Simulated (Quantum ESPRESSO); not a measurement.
# Al2Pt (Fm-3m) in Quantum ESPRESSO: notebook

Aim: see how the results for Al2Pt move with the level of theory and the settings. Levels: PBEsol, LDA. Tasks: band structure, single point, equation of state.

Program: Quantum ESPRESSO 7.5. These are calculated values, not measurements. Logs are shortened: lines on timing, memory, paths and dates and some standing lists are left out, and cuts for length are marked.

## 1. Starting point

Symmetry: Fm-3m, No. 225, cubic system. The conventional cell has a = 5.910 Å, b = 5.910 Å, c = 5.910 Å, α = 90.00°, β = 90.00°, γ = 90.00°. Pt (site symmetry m-3m) has 8 Al at 2.56 Å as nearest neighbours. Al (site symmetry -43m) is surrounded by 4 Pt at 2.56 Å.

## 2. Band structure, PBEsol

Input file pw.in:

```
&CONTROL
  calculation = 'scf'
  prefix = 'pwscf'
  outdir = './tmp'
  pseudo_dir = './pseudo'
  tprnfor = .true.
  tstress = .true.
  disk_io = 'low'
/
&SYSTEM
  ibrav = 0
  nat = 3
  ntyp = 2
  ecutwfc = 45
  ecutrho = 360
  nbnd = 18
  occupations = 'smearing'
  smearing = 'fd'
  degauss = 0.00367493
/
&ELECTRONS
  conv_thr = 6d-10
  electron_maxstep = 120
  mixing_beta = 0.5
/
ATOMIC_SPECIES
Pt   195.0840 pt_pbesol_v1.4.uspp.F.UPF
Al    26.9815 al_pbesol_v1.uspp.F.UPF
CELL_PARAMETERS angstrom
   0.0000000000    2.9550000000    2.9550000000
   2.9550000000    0.0000000000    2.9550000000
   2.9550000000    2.9550000000    0.0000000000
ATOMIC_POSITIONS crystal
Pt     0.0000000000    0.0000000000    0.0000000000
Al     0.7500000000    0.7500000000    0.7500000000
Al     0.2500000000    0.2500000000    0.2500000000
K_POINTS automatic
8 8 8 0 0 0
```

Input file bands.in:

```
&CONTROL
  calculation = 'bands'
  prefix = 'pwscf'
  outdir = './tmp'
  pseudo_dir = './pseudo'
  disk_io = 'low'
  verbosity = 'high'
/
&SYSTEM
  ibrav = 0
  nat = 3
  ntyp = 2
  ecutwfc = 45
  ecutrho = 360
  nbnd = 18
  occupations = 'smearing'
  smearing = 'fd'
  degauss = 0.00367493
/
&ELECTRONS
  conv_thr = 1d-08
  electron_maxstep = 120
  mixing_beta = 0.5
  diago_full_acc = .true.
  startingwfc = 'random'
/
ATOMIC_SPECIES
Pt   195.0840 pt_pbesol_v1.4.uspp.F.UPF
Al    26.9815 al_pbesol_v1.uspp.F.UPF
CELL_PARAMETERS angstrom
   0.0000000000    2.9550000000    2.9550000000
   2.9550000000    0.0000000000    2.9550000000
   2.9550000000    2.9550000000    0.0000000000
ATOMIC_POSITIONS crystal
Pt     0.0000000000    0.0000000000    0.0000000000
Al     0.7500000000    0.7500000000    0.7500000000
Al     0.2500000000    0.2500000000    0.2500000000
K_POINTS crystal
60
 0.0000000000  0.0000000000  0.0000000000 1
 0.0625000000  0.0000000000  0.0625000000 1
 0.1250000000  0.0000000000  0.1250000000 1
 0.1875000000  0.0000000000  0.1875000000 1
 0.2500000000  0.0000000000  0.2500000000 1
 0.3125000000  0.0000000000  0.3125000000 1
 0.3750000000  0.0000000000  0.3750000000 1
 0.4375000000  0.0000000000  0.4375000000 1
 0.5000000000  0.0000000000  0.5000000000 1
 0.5000000000  0.0625000000  0.5625000000 1
 0.5000000000  0.1250000000  0.6250000000 1
 0.5000000000  0.1875000000  0.6875000000 1
 0.5000000000  0.2500000000  0.7500000000 1
 0.4375000000  0.3125000000  0.7500000000 1
 0.3750000000  0.3750000000  0.7500000000 1
 0.3375000000  0.3375000000  0.6750000000 1
 0.3000000000  0.3000000000  0.6000000000 1
 0.2625000000  0.2625000000  0.5250000000 1
 0.2250000000  0.2250000000  0.4500000000 1
 0.1875000000  0.1875000000  0.3750000000 1
 0.1500000000  0.1500000000  0.3000000000 1
 0.1125000000  0.1125000000  0.2250000000 1
 0.0750000000  0.0750000000  0.1500000000 1
 0.0375000000  0.0375000000  0.0750000000 1
 0.0000000000  0.0000000000  0.0000000000 1
 0.0625000000  0.0625000000  0.0625000000 1
 0.1250000000  0.1250000000  0.1250000000 1
 0.1875000000  0.1875000000  0.1875000000 1
 0.2500000000  0.2500000000  0.2500000000 1
 0.3125000000  0.3125000000  0.3125000000 1
 0.3750000000  0.3750000000  0.3750000000 1
 0.4375000000  0.4375000000  0.4375000000 1
 0.5000000000  0.5000000000  0.5000000000 1
 0.5250000000  0.4500000000  0.5250000000 1
 0.5500000000  0.4000000000  0.5500000000 1
 0.5750000000  0.3500000000  0.5750000000 1
 0.6000000000  0.3000000000  0.6000000000 1
 0.6250000000  0.2500000000  0.6250000000 1
 0.5833333333  0.2500000000  0.6666666667 1
 0.5416666667  0.2500000000  0.7083333333 1
 0.5000000000  0.2500000000  0.7500000000 1
 0.5000000000  0.2857142857  0.7142857143 1
 0.5000000000  0.3214285714  0.6785714286 1
 0.5000000000  0.3571428571  0.6428571429 1
 0.5000000000  0.3928571429  0.6071428571 1
 0.5000000000  0.4285714286  0.5714285714 1
 0.5000000000  0.4642857143  0.5357142857 1
 0.5000000000  0.5000000000  0.5000000000 1
 0.4821428571  0.4821428571  0.5357142857 1
 0.4642857143  0.4642857143  0.5714285714 1
 0.4464285714  0.4464285714  0.6071428571 1
 0.4285714286  0.4285714286  0.6428571429 1
 0.4107142857  0.4107142857  0.6785714286 1
 0.3928571429  0.3928571429  0.7142857143 1
 0.3750000000  0.3750000000  0.7500000000 1
 0.6250000000  0.2500000000  0.6250000000 1
 0.5937500000  0.1875000000  0.5937500000 1
 0.5625000000  0.1250000000  0.5625000000 1
 0.5312500000  0.0625000000  0.5312500000 1
 0.5000000000  0.0000000000  0.5000000000 1
```

Potentials or basis: GBRV 1.5 PBEsol.

On the command line:

```bash
$ OMP_NUM_THREADS=1 mpirun -n 2 pw.x -nk 2 -in pw.in > pw.out
$ OMP_NUM_THREADS=1 mpirun -n 2 pw.x -nk 2 -in bands.in > bands.out
```

pw.out:

```text
This program is part of the open-source Quantum ESPRESSO suite
     for quantum simulation of materials; please cite
         "P. Giannozzi et al., J. Phys.:Condens. Matter 21 395502 (2009);
         "P. Giannozzi et al., J. Phys.:Condens. Matter 29 465901 (2017);
         "P. Giannozzi et al., J. Chem. Phys. 152 154105 (2020);
     in publications or presentations arising from this work. More details at

     Message from routine setup:
     using ibrav=0 with symmetry is DISCOURAGED, use correct ibrav instead

     K-points division:     npool     =       2
     Subspace diagonalization in iterative solution of the eigenvalue problem:
     a serial algorithm will be used

     G-vector sticks info
     --------------------
     sticks:   dense  smooth     PW     G-vecs:    dense   smooth      PW
     Sum        1531     769    241                39957    14211    2421

     Using Slab Decomposition

     bravais-lattice index     =            0
     lattice parameter (alat)  =       7.8972  a.u.
     unit-cell volume          =     348.2564 (a.u.)^3
     number of atoms/cell      =            3
     number of atomic types    =            2
     number of electrons       =        22.00
     number of Kohn-Sham states=           18
     kinetic-energy cutoff     =      45.0000  Ry
     charge density cutoff     =     360.0000  Ry
     scf convergence threshold =      6.0E-10
     mixing beta               =       0.5000
     number of iterations used =            8  plain     mixing
     Exchange-correlation= SLA  PW   PSX  PSC
                           (   1   4  10   8   0   0   0)

     celldm(1)=   7.897168  celldm(2)=   0.000000  celldm(3)=   0.000000
     celldm(4)=   0.000000  celldm(5)=   0.000000  celldm(6)=   0.000000

     crystal axes: (cart. coord. in units of alat)
               a(1) = (   0.000000   0.707107   0.707107 )
               a(2) = (   0.707107   0.000000   0.707107 )
               a(3) = (   0.707107   0.707107   0.000000 )

     reciprocal axes: (cart. coord. in units 2 pi/alat)
               b(1) = ( -0.707107  0.707107  0.707107 )
               b(2) = (  0.707107 -0.707107  0.707107 )
               b(3) = (  0.707107  0.707107 -0.707107 )

     PseudoPot. # 1 for Pt read from file:
     pt_pbesol_v1.4.uspp.F.UPF
     Pseudo is Ultrasoft + core correction, Zval = 16.0
     Generated by new atomic code, or converted to UPF format
     Using radial grid of  985 points,  6 beta functions with:
                l(1) =   0
                l(2) =   0
                l(3) =   1
                l(4) =   1
                l(5) =   2
                l(6) =   2
     Q(r) pseudized with  8 coefficients,  rinner =    1.300   1.300   1.300
                                                       1.300   1.300

     PseudoPot. # 2 for Al read from file:
     al_pbesol_v1.uspp.F.UPF
     Pseudo is Ultrasoft + core correction, Zval =  3.0
     Generated by new atomic code, or converted to UPF format
     Using radial grid of  893 points,  3 beta functions with:
                l(1) =   0
                l(2) =   1
                l(3) =   2
     Q(r) pseudized with  8 coefficients,  rinner =    0.900   0.900   0.900
                                                       0.900   0.900

     atomic species   valence    mass     pseudopotential
     Pt               16.00   195.08400     Pt( 1.00)
     Al                3.00    26.98150     Al( 1.00)

     48 Sym. Ops., with inversion, found

   Cartesian axes

     site n.     atom                  positions (alat units)
         1        Pt     tau(   1) = (   0.0000000   0.0000000   0.0000000  )
         2        Al     tau(   2) = (   1.0606602   1.0606602   1.0606602  )
         3        Al     tau(   3) = (   0.3535534   0.3535534   0.3535534  )

     number of k points=    29  Fermi-Dirac smearing, width (Ry)=  0.0037
                       cart. coord. in units 2pi/alat
        k(    1) = (   0.0000000   0.0000000   0.0000000), wk =   0.0039062
[... 47 lines left out ...]

          k = 0.3536 0.0000 0.0000 (  1748 PWs)   bands (ev):

   -42.1451 -42.1442 -42.1442   1.8943   5.3910   6.3802   6.3802   6.7920
     7.5567  11.0226  11.5212  11.5212  14.0501  14.8233  18.4868  18.5759
    18.5759  19.7973

          k = 0.4419 0.0884-0.0884 (  1772 PWs)   bands (ev):

   -42.1457 -42.1445 -42.1444   2.6292   5.1877   6.3416   6.5785   6.9021
     7.6386   9.0403  10.8537  10.9070  14.2835  15.1710  18.1755  18.6474
    19.1495  20.8391
[... 7 lines left out ...]
          k =-0.0884-0.4419 0.4419 (  1774 PWs)   bands (ev):

   -42.1460 -42.1452 -42.1444   3.7562   5.0136   6.0173   6.7145   6.8010
     7.2827   8.1420   9.4735  11.3217  14.4197  17.0583  17.7131  18.0866
    19.9730  20.0500

          k = 0.0000-0.3536 0.3536 (  1780 PWs)   bands (ev):

   -42.1458 -42.1450 -42.1442   2.8748   5.2009   6.1247   6.5937   7.0639
     7.4050   8.6806   9.7287  12.3224  14.7139  16.7613  17.0117  18.0378
    18.6269  20.0979

          k = 0.5303-0.0000 0.0000 (  1760 PWs)   bands (ev):

   -42.1461 -42.1447 -42.1447   3.2493   5.0542   6.2143   6.8814   6.8814
     7.7346   8.6188  10.0646  10.0646  14.1181  14.4346  19.3252  20.0809
    20.0809  20.5872

          k =-0.0884-0.6187 0.6187 (  1766 PWs)   bands (ev):

   -42.1463 -42.1449 -42.1447   4.1427   4.9596   5.7139   7.0615   7.3087
     7.4878   7.6800   9.4940   9.8419  14.2349  14.9469  18.5624  20.1958
    21.2970  21.5022

          k = 0.0000-0.5303 0.5303 (  1780 PWs)   bands (ev):

   -42.1461 -42.1454 -42.1446   4.5408   5.0870   5.4230   6.6923   7.0461
     7.3679   7.9588   9.0029  10.3954  14.2885  16.4106  17.7891  19.5288
    20.1644  21.0215

          k =-0.7071 0.0000 0.0000 (  1772 PWs)   bands (ev):

   -42.1465 -42.1448 -42.1448   4.7114   4.9249   5.1815   7.2273   7.2273
     7.5995   7.8116   9.3913   9.3913  14.1443  14.3536  19.1266  21.6943
    21.6943  22.0762

          k = 0.3536 0.1768 0.0000 (  1779 PWs)   bands (ev):

   -42.1454 -42.1445 -42.1441   2.1466   5.3379   6.2436   6.4235   6.9776
     7.5477   9.7005  10.8304  12.4332  15.0120  15.4779  16.9470  17.7057
    19.0363  19.5057

          k =-0.2652-0.4419 0.6187 (  1776 PWs)   bands (ev):

   -42.1460 -42.1448 -42.1443   3.0515   5.1188   6.1639   6.5902   7.1714
     7.4180   8.2126  10.1315  11.5863  14.9647  16.1204  17.1520  18.1459
    18.9790  20.5013
[... 13 lines left out ...]
          k =-0.0884-0.4419 0.6187 (  1777 PWs)   bands (ev):

   -42.1460 -42.1453 -42.1447   4.3360   4.9684   5.8199   6.5025   7.0152
     7.5563   7.9120   9.0352  10.3635  14.9883  16.5219  17.0007  18.9099
    20.0207  21.5509

          k = 0.0000-0.3536 0.5303 (  1773 PWs)   bands (ev):

   -42.1458 -42.1455 -42.1445   3.9725   5.0565   5.9895   6.5351   6.9313
     7.2914   8.5227   8.7464  10.8426  15.1972  16.3555  17.5062  18.5079
    19.2096  21.5980

          k =-0.7071 0.1768-0.0000 (  1774 PWs)   bands (ev):

   -42.1463 -42.1451 -42.1448   4.9378   4.9727   5.1081   6.8693   7.2277
     7.5200   7.7552   9.0065   9.8491  14.7438  15.1240  18.0229  20.0633
    21.1576  22.0514

          k =-0.7071 0.3536 0.0000 (  1768 PWs)   bands (ev):

   -42.1457 -42.1457 -42.1448   4.9956   4.9956   5.5932   5.9032   7.2281
     7.7541   8.2229   8.2229  10.1141  16.2069  16.2069  17.1508  17.2988
    20.9133  22.9481

     the Fermi energy is    10.9790 ev

!    total energy              =    -224.07112411 Ry
     estimated scf accuracy    <          1.0E-10 Ry
     smearing contrib. (-TS)   =      -0.00091023 Ry
     internal energy E=F+TS    =    -224.07021388 Ry

     The total energy is F=E-TS. E is the sum of the following terms:
     one-electron contribution =     -84.10561907 Ry
     hartree contribution      =      53.30893956 Ry
     xc contribution           =     -65.24675426 Ry
     ewald contribution        =    -128.02678010 Ry

     convergence has been achieved in  11 iterations

     negative rho (up, down):  1.703E-01 0.000E+00

     Forces acting on atoms (cartesian axes, Ry/au):

     atom    1 type  1   force =     0.00000000   -0.00000000    0.00000000
     atom    2 type  2   force =    -0.00000000    0.00000000   -0.00000000
     atom    3 type  2   force =    -0.00000000   -0.00000000    0.00000000

     Total force =     0.000000     Total SCF correction =     0.000000

     Computing stress (Cartesian axis) and pressure

     negative rho (up, down):  1.703E-01 0.000E+00
          total   stress  (Ry/bohr**3)                   (kbar)     P=      -12.37
  -0.00008412  -0.00000000  -0.00000000          -12.37       -0.00       -0.00
  -0.00000000  -0.00008412  -0.00000000           -0.00      -12.37       -0.00
  -0.00000000  -0.00000000  -0.00008412           -0.00       -0.00      -12.37

=------------------------------------------------------------------------------=
   JOB DONE.
=------------------------------------------------------------------------------=
```

It took 32 s on 2 MPI ranks of Arm Neoverse V1, shared host; peak memory 0.28 GiB.

What came out:

| Quantity | Value |
| --- | --- |
| Free energy | -3048.6430 eV |
| Pressure | -1.2 GPa |
| Band gap on the k mesh | none (metal or under the smearing width) |

Levels at the corners of the path, in eV from the Fermi level:
| point | band 7 | band 8 | band 9 | band 10 | band 11 | band 12 | band 13 | band 14 | band 15 | band 16 |
| --- | --- | --- | --- | --- | --- | --- | --- | --- | --- | --- |
| Γ | -5.03 | -3.66 | -3.66 | 2.95 | 3.86 | 3.86 | 3.86 | 5.44 | 5.44 | 5.44 |
| X | -3.75 | -3.75 | -3.38 | -3.17 | -1.59 | -1.59 | 3.17 | 3.37 | 8.15 | 10.72 |
| W | -5.08 | -3.75 | -3.23 | -2.76 | -2.76 | -0.86 | 5.23 | 5.23 | 6.17 | 6.32 |
| K | -4.29 | -3.93 | -3.61 | -3.02 | -1.98 | -0.58 | 3.31 | 5.43 | 6.81 | 8.55 |
| Γ | -5.03 | -3.66 | -3.66 | 2.95 | 3.86 | 3.86 | 3.86 | 5.44 | 5.44 | 5.44 |
| L | -4.71 | -3.68 | -3.44 | -3.44 | 1.05 | 1.05 | 3.75 | 5.19 | 5.19 | 5.37 |
| U | -4.29 | -3.93 | -3.61 | -3.02 | -1.98 | -0.58 | 3.31 | 5.43 | 6.81 | 8.55 |
| W | -5.08 | -3.75 | -3.23 | -2.76 | -2.76 | -0.86 | 5.23 | 5.23 | 6.17 | 6.32 |
| L | -4.71 | -3.68 | -3.44 | -3.44 | 1.05 | 1.05 | 3.75 | 5.19 | 5.19 | 5.37 |
| K | -4.29 | -3.93 | -3.61 | -3.02 | -1.98 | -0.58 | 3.31 | 5.43 | 6.81 | 8.55 |
| U | -4.29 | -3.93 | -3.61 | -3.02 | -1.98 | -0.58 | 3.31 | 5.43 | 6.81 | 8.55 |
| X | -3.75 | -3.75 | -3.38 | -3.17 | -1.59 | -1.59 | 3.17 | 3.37 | 8.15 | 10.72 |

Caveat: spin-orbit coupling is left out, which moves the levels of the heavy elements.

## 3. Single point, LDA, 16.17 Å³/atom

Changes to pw.in since step 2:

```diff
@@ -7,3 +7,3 @@
   tstress = .true.
-  disk_io = 'low'
+  disk_io = 'nowf'
 /
@@ -26,8 +26,8 @@
 ATOMIC_SPECIES
-Pt   195.0840 pt_pbesol_v1.4.uspp.F.UPF
-Al    26.9815 al_pbesol_v1.uspp.F.UPF
+Pt   195.0840 pt_lda_v1.4.uspp.F.UPF
+Al    26.9815 al_lda_v1.uspp.F.UPF
 CELL_PARAMETERS angstrom
-   0.0000000000    2.9550000000    2.9550000000
-   2.9550000000    0.0000000000    2.9550000000
-   2.9550000000    2.9550000000    0.0000000000
+   0.0000000000    2.8946769513    2.8946769513
+   2.8946769513    0.0000000000    2.8946769513
+   2.8946769513    2.8946769513    0.0000000000
 ATOMIC_POSITIONS crystal
```

Potentials or basis: GBRV 1.5 LDA.

On the command line:

```bash
$ OMP_NUM_THREADS=1 mpirun -n 2 pw.x -nk 2 -in pw.in > pw.out
```

Run time: 13 s. Hardware: 2 MPI ranks of Arm Neoverse V1, shared host; peak memory 0.26 GiB.

Results (log left out):

```yaml
Free_energy: -3051.6154 eV
Pressure: 5.0 GPa
Band_gap_on_the_k_mesh: none (metal or under the smearing width)
```

(Continued in part 2 of 2.)
